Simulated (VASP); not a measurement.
# Al (Fm-3m) in VASP: elastic constants with PBE

Aim: the elastic constants of Al with PBE.

Everything below comes from runs of VASP 6.6.1. Logs are shortened: lines on timing, memory, paths and dates and some standing lists are left out, and cuts for length are marked.

## 1. The crystal as given

Symmetry: Fm-3m, No. 225, cubic system. Conventional cell: a = 4.040 Å, b = 4.040 Å, c = 4.040 Å, α = 90.00°, β = 90.00°, γ = 90.00°. Al (site symmetry m-3m) has 12 Al at 2.86 Å as nearest neighbours.

The cell was built by a generator and needn't be a form met in nature.

## 2. Elastic constants, PBE

Contents of POSCAR:

```
Al
1.0
    0.0000000000      2.0200000000      2.0200000000
    2.0200000000      0.0000000000      2.0200000000
    2.0200000000      2.0200000000      0.0000000000
  Al
     1
Direct
     0.0000000000000000    0.0000000000000000    0.0000000000000000
```

Contents of INCAR.step1:

```
SYSTEM = Al
  PREC = Accurate
  ENCUT = 600
  EDIFF = 1E-8
  ISMEAR = 1
  SIGMA = 0.2
  LREAL = .False.
  LASPH = .True.
  NELM = 60
  ALGO = Normal
  ISIF = 3
  LWAVE = .False.
  LCHARG = .False.
  GGA = PE
  KPAR = 8
  IBRION = 2
  NSW = 40
  EDIFFG = -0.002
```

Contents of INCAR.step2:

```
SYSTEM = Al
  PREC = Accurate
  ENCUT = 600
  EDIFF = 1E-8
  ISMEAR = 1
  SIGMA = 0.2
  LREAL = .False.
  LASPH = .True.
  NELM = 60
  ALGO = Normal
  ISIF = 3
  LWAVE = .False.
  LCHARG = .False.
  GGA = PE
  KPAR = 8
  IBRION = 6
  NFREE = 2
  POTIM = 0.015
  NSW = 1
```

Contents of KPOINTS:

```
Automatic mesh
0
Gamma
  36 36 36
  0 0 0
```

Potentials or basis: VASP PAW PBE potentials, release 64 (Al).

On the command line:

```sh
$ cat potpaw_PBE.64/Al/POTCAR > POTCAR
$ cp INCAR.step1 INCAR
$ mpirun -np 8 vasp_std > vasp.out
$ cp CONTCAR POSCAR
$ cp INCAR.step2 INCAR
$ mpirun -np 8 vasp_std > vasp.out
```

OUTCAR:

```text
SYSTEM = Al
   PREC = Accurate
   ENCUT = 600
   EDIFF = 1E-8
   ISMEAR = 1
   LREAL = .False.
   LASPH = .True.
   NELM = 60
   ISIF = 3
   GGA = PE
   IBRION = 6
   NFREE = 2
   POTIM = 0.015
   NSW = 1

 ion  position               nearest neighbor table
   1  0.000  0.000  0.000-

  LATTYP: Found a face centered cubic cell.
 ALAT       =     4.0400000000

  Lattice vectors:

 A1 = (   0.0000000000,   2.0200000000,   2.0200000000)
 A2 = (   2.0200000000,   0.0000000000,   2.0200000000)
 A3 = (   2.0200000000,   2.0200000000,   0.0000000000)

Analysis of symmetry for initial positions (statically):
=====================================================================
 Subroutine PRICEL returns:
 Original cell was already a primitive cell.

 Routine SETGRP: Setting up the symmetry group for a
 face centered cubic supercell.

 Subroutine GETGRP returns: Found 48 space group operations
 (whereof 48 operations were pure point group operations)
 out of a pool of 48 trial point group operations.

The static configuration has the point symmetry O_h .

Analysis of symmetry for dynamics (positions and initial velocities):
=====================================================================
 Subroutine PRICEL returns:
 Original cell was already a primitive cell.

 Routine SETGRP: Setting up the symmetry group for a
 face centered cubic supercell.

 Subroutine GETGRP returns: Found 48 space group operations
 (whereof 48 operations were pure point group operations)
 out of a pool of 48 trial point group operations.

The dynamic configuration has the point symmetry O_h .

 Subroutine INISYM returns: Found 48 space group operations
 (whereof 48 operations are pure point group operations),
 and found     1 'primitive' translations

----------------------------------------------------------------------------------------

                                     Primitive cell

  volume of cell :      16.4848

  direct lattice vectors                    reciprocal lattice vectors
     0.000000000  2.020000000  2.020000000    -0.247524752  0.247524752  0.247524752
     2.020000000  0.000000000  2.020000000     0.247524752 -0.247524752  0.247524752
     2.020000000  2.020000000  0.000000000     0.247524752  0.247524752 -0.247524752

  length of vectors
     2.856711396  2.856711396  2.856711396     0.428725447  0.428725447  0.428725447

  position of ions in fractional coordinates (direct lattice)
     0.000000000  0.000000000  0.000000000

  ion indices of the primitive-cell ions
   primitive index   ion index
                 1           1

----------------------------------------------------------------------------------------

 KPOINTS: Automatic mesh

Automatic generation of k-mesh.
 Grid dimensions read from file:
 generate k-points for:   36   36   36

 Generating k-lattice:

  Cartesian coordinates                     Fractional coordinates (reciprocal lattice)
    -0.006875688  0.006875688  0.006875688     0.027777778  0.000000000  0.000000000
     0.006875688 -0.006875688  0.006875688     0.000000000  0.027777778  0.000000000
     0.006875688  0.006875688 -0.006875688     0.000000000  0.000000000  0.027777778

  Length of vectors
[... 91 lines left out ...]
 maximum number of plane-waves:       568
   NGX = 11   NGY = 11   NGZ = 11

--------------------------------------- Ionic step        1  -------------------------------------------

 number of electron       3.0000000 magnetization

 Free energy of the ion-electron system (eV)
  ---------------------------------------------------
  ext. energy  EPLUGINS =         0.00000000
  ---------------------------------------------------
  free energy    TOTEN  =        -3.74645289 eV

  energy without entropy =       -3.74659939  energy(sigma->0) =       -3.74650172

------------------------ aborting loop because EDIFF is reached ----------------------------------------

  FORCE on cell =-STRESS in cart. coord.  units (eV):
  Direction    XX          YY          ZZ          XY          YZ          ZX
  --------------------------------------------------------------------------------------
  -------------------------------------------------------------------------------------
  Total       -0.0007911     -0.0007911     -0.0007911      0.0000000     -0.0000000     -0.0000000
  in kB       -0.0768907     -0.0768907     -0.0768907      0.0000000     -0.0000000     -0.0000000
  external PRESSURE =      -0.0768907 kB  Pullay stress =       0.0000000 kB
[... 86 lines left out ...]
  FREE ENERGIE OF THE ION-ELECTRON SYSTEM (eV)
  ---------------------------------------------------
  free  energy   TOTEN  =        -3.7450909535 eV

  energy  without entropy=       -3.7452685994  energy(sigma->0) =       -3.74515017

[... ionic steps 4 to 12 ...]

--------------------------------------- Ionic step       13  -------------------------------------------

 number of electron       3.0000000 magnetization

------------------------ aborting loop because EDIFF is reached ----------------------------------------
[... 65 lines left out ...]
--------------------------------------- Ionic step       15  -------------------------------------------

 number of electron       3.0000000 magnetization

 Free energy of the ion-electron system (eV)
  ---------------------------------------------------
  ext. energy  EPLUGINS =         0.00000000
  ---------------------------------------------------
  free energy    TOTEN  =        -3.74645290 eV

  energy without entropy =       -3.74659940  energy(sigma->0) =       -3.74650173

 E-fermi :   8.0159     XC(G=0): -10.2000

 val. band max:        8.0150444097   @ k =  -0.4444   0.3333   0.1111
 cond. band min:       8.0200297685   @ k =   0.4444   0.1944   0.0278
 fundamental gap:      0.0049853588
 Fermi energy:         8.0159349343

 k-point     1 :       0.0000    0.0000    0.0000
  band No.  band energies     occupation
      1      -3.1312      2.00000
      2      20.6339      0.00000
      3      20.6339      0.00000
      4      20.6339      0.00000
      5      22.1327      0.00000
[... 177 lines left out ...]
 k-point    24 :       0.1389    0.0278    0.0000
  band No.  band energies     occupation
      1      -2.6561      2.00000
      2      16.1507      0.00000
      3      19.1176      0.00000
      4      19.9498      0.00000
      5      22.9254      0.00000

 [... further k-points ...]

------------------------ aborting loop because EDIFF is reached ----------------------------------------

  FORCE on cell =-STRESS in cart. coord.  units (eV):
  Direction    XX          YY          ZZ          XY          YZ          ZX
  --------------------------------------------------------------------------------------
  -------------------------------------------------------------------------------------
  Total       -0.0007905     -0.0007905     -0.0007905      0.0000000     -0.0000000     -0.0000000
  in kB       -0.0768312     -0.0768312     -0.0768312      0.0000000     -0.0000000     -0.0000000
  external PRESSURE =      -0.0768312 kB  Pullay stress =       0.0000000 kB
[... 16 lines left out ...]
  FREE ENERGIE OF THE ION-ELECTRON SYSTEM (eV)
  ---------------------------------------------------
  free  energy   TOTEN  =        -3.7464528969 eV

  energy  without entropy=       -3.7465994004  energy(sigma->0) =       -3.74650173

 INTERNAL STRAIN TENSORS FROM STRAINED CELLS
 ============================================

 INTERNAL STRAIN TENSOR FOR ION    1 for displacements in x,y,z  (eV/Angst):
          X           Y           Z          XY          YZ          ZX
  --------------------------------------------------------------------------------
  x     0.00000     0.00000    -0.00000     0.00000     0.00000    -0.00000
  y     0.00000    -0.00000     0.00000     0.00000     0.00000     0.00000
  z    -0.00000     0.00000    -0.00000    -0.00000     0.00000    -0.00000

 INTERNAL STRAIN TENSORS FROM DISPLACED ATOMS
 ============================================

 INTERNAL STRAIN TENSOR FOR ION    1 for displacements in x,y,z  (eV/Angst):
          X           Y           Z          XY          YZ          ZX
  --------------------------------------------------------------------------------
  x     0.00000     0.00000     0.00000     0.00000     0.00000     0.00000
  y     0.00000     0.00000     0.00000     0.00000     0.00000     0.00000
  z     0.00000     0.00000     0.00000     0.00000     0.00000     0.00000

 Eigenvectors and eigenvalues of the dynamical matrix
 ----------------------------------------------------

   1 f/i=    0.000000 THz     0.000000 2PiTHz    0.000000 cm-1     0.000000 meV
             X         Y         Z           dx          dy          dz
      0.000000  0.000000  0.000000     0.000000    0.000000    1.000000

   2 f/i=    0.000000 THz     0.000000 2PiTHz    0.000000 cm-1     0.000000 meV
             X         Y         Z           dx          dy          dz
      0.000000  0.000000  0.000000    -0.935304    0.353845    0.000000

   3 f/i=    0.000000 THz     0.000000 2PiTHz    0.000000 cm-1     0.000000 meV
             X         Y         Z           dx          dy          dz
      0.000000  0.000000  0.000000    -0.353845   -0.935304    0.000000

--------------------------------------------------------------------------------------------------------

 ELASTIC MODULI CONTR FROM IONIC RELAXATION (kBar)
 Direction    XX          YY          ZZ          XY          YZ          ZX
 --------------------------------------------------------------------------------
 XX           0.0000      0.0000      0.0000      0.0000      0.0000      0.0000
 YY           0.0000      0.0000      0.0000      0.0000      0.0000      0.0000
 ZZ           0.0000      0.0000      0.0000      0.0000      0.0000      0.0000
 XY           0.0000      0.0000      0.0000      0.0000      0.0000      0.0000
 YZ           0.0000      0.0000      0.0000      0.0000      0.0000      0.0000
 ZX           0.0000      0.0000      0.0000      0.0000      0.0000      0.0000
 --------------------------------------------------------------------------------

 TOTAL ELASTIC MODULI (kBar)
 Direction    XX          YY          ZZ          XY          YZ          ZX
 --------------------------------------------------------------------------------
 XX        1167.7446    586.9464    586.9464     -0.0000      0.0000     -0.0000
 YY         586.9464   1167.7446    586.9464     -0.0000     -0.0000     -0.0000
 ZZ         586.9464    586.9464   1167.7446      0.0000      0.0000     -0.0000
 XY          -0.0000     -0.0000      0.0000    395.7611      0.0000      0.0000
 YZ           0.0000     -0.0000      0.0000      0.0000    395.7611      0.0000
 ZX          -0.0000     -0.0000     -0.0000      0.0000      0.0000    395.7611
 --------------------------------------------------------------------------------
```

Run time: 6.9 min. Hardware: 8 MPI ranks of AMD EPYC 9R45 (Zen 5), shared host; peak memory 2.1 GiB.

What came out:

* Elastic constants C11, C12, C44: 117, 59, 40 GPa
* Voigt bulk modulus: 78 GPa

Elastic tensor in Voigt notation (GPa, in the Cartesian axes of the cell as first typed):
```
117  59  59   0   0   0
 59 117  59   0   0   0
 59  59 117   0   0   0
  0   0   0  40   0   0
  0   0   0   0  40   0
  0   0   0   0   0  40
```

Clamped-ion elastic tensor (GPa):
```
117  59  59   0   0   0
 59 117  59   0   0   0
 59  59 117   0   0   0
  0   0   0  40   0   0
  0   0   0   0  40   0
  0   0   0   0   0  40
```
